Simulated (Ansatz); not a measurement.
LiF (NiAs type), relaxed with r2SCAN in the PAW code Ansatz. Space group P6_3/mmc (No. 194), hexagonal; a = 2.776 Å, c = 4.783 Å in the conventional setting, 7.98 Å³ an atom. Around Li lie 6 F at 2.00 Å; around F lie 6 Li at 2.00 Å.

The axes x, y and z are those of this cell:
```xyz
4
Lattice="2.7757 0.0000 0.0000 -1.3879 2.4038 0.0000 0.0000 0.0000 4.7827" Properties=species:S:1:pos:R:3 pbc="T T T"
Li    0.0000    0.0000    0.0000
Li    0.0000    0.0000    2.3913
F     0.0000    1.6026    1.1957
F     1.3879    0.8013    3.5870
```

Unstrained: PBE gives a direct gap of 9.215 eV at Γ. r2SCAN gives a direct gap of 10.186 eV at Γ. HSE06 gives a direct gap of 11.535 eV at Γ. Meshes: PBE 12×12×6, r2SCAN 12×12×6, HSE06 9×9×4. Strains are changes of length per length. After each strain the atoms were relaxed again with r2SCAN within the symmetry that the strain leaves, so tilts or polar shifts that break it weren't tested; points keep the names that they have in the unstrained zone. Values at 0 K without nuclear motion; spin polarisation is off, and the phase may be a hypothetical one.

Problem. Estimate what biaxial +5.48 % in x and y, z held does to the gap.

Solution. r2SCAN: the gap goes from 10.186 to 9.355 eV (-0.831 eV). HSE06: the gap goes from 11.535 to 10.677 eV (-0.858 eV). The r2SCAN energy rises by 28.6 meV an atom.

Problem. Estimate what uniaxial -0.78 % along z, other directions held does to the gap.

Solution. r2SCAN: the gap goes from 10.186 to 10.284 eV (+0.098 eV). HSE06: the gap goes from 11.535 to 11.635 eV (+0.100 eV). The r2SCAN energy rises by 0.3 meV an atom.

The meshes of the hybrids are coarse, so their gaps aren't converged to the digits shown.
